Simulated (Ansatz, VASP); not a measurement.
**One calculation of TiC, two programs**

File INCAR:

```
  PREC = Accurate
  ENCUT = 520
  EDIFF = 1E-6
  ISMEAR = 0
  SIGMA = 0.028999999999999998
  LREAL = False
  LASPH = True
  NELM = 100
  ALGO = Normal
  ISIF = 2
  LWAVE = False
  LCHARG = False
  GGA = PE
  NBANDS = 15
```

Contents of KPOINTS:

```
regular mesh
0
Gamma
  11 11 11
```

Contents of POSCAR:

```
TiC
1.0
    0.0000000000      2.1657188437      2.1657188437
    2.1657188437      0.0000000000      2.1657188437
    2.1657188437      2.1657188437      0.0000000000
Ti C
1 1
Direct
    0.0000000000      0.0000000000      0.0000000000
    0.5000000000      0.5000000000      0.5000000000
```

Contents of input.yaml:

```yaml
crystal:
  lattice:
    - [0.0, 2.1657188437, 2.1657188437]
    - [2.1657188437, 0.0, 2.1657188437]
    - [2.1657188437, 2.1657188437, 0.0]
  atoms:
    - { symbol: Ti, position: [0.0, 0.0, 0.0] }
    - { symbol: C, position: [0.5, 0.5, 0.5] }
hamiltonian:
  xc: pbe
  pseudopotentials: { kind: paw }
kpoints:
  mp_grid: { grid: [11, 11, 11] }
scf:
  occupations: { method: gaussian, width: 0.029 }
output:
  forces: true
  stress: true
  eigenvalues: true
```

The cell is a database's computed one.

Alike in both runs: task single point; functional PBE; k mesh 11 × 11 × 11; occupations gaussian, width 0.029 eV; no spin polarisation.

```csv
,VASP,Ansatz
version,VASP 6.6.1,Ansatz 0.2.0
potentials or method,"VASP PAW PBE potentials, release 64 (Ti_sv, C)",Ansatz PAW
plane-wave cutoff (eV),520,420
valence electrons in the cell,16,16
```

|  | VASP | Ansatz | Ansatz less VASP |
| --- | --- | --- | --- |
| gap on the k mesh at the Fermi level (eV) | none | none | - |
| pressure (GPa) | 0.5 | 0.3 | -0.22 |

A gap of «none» marks a metal or a gap that the smearing closes. With one functional, cell and mesh, what is left measures potentials, basis and numerics.
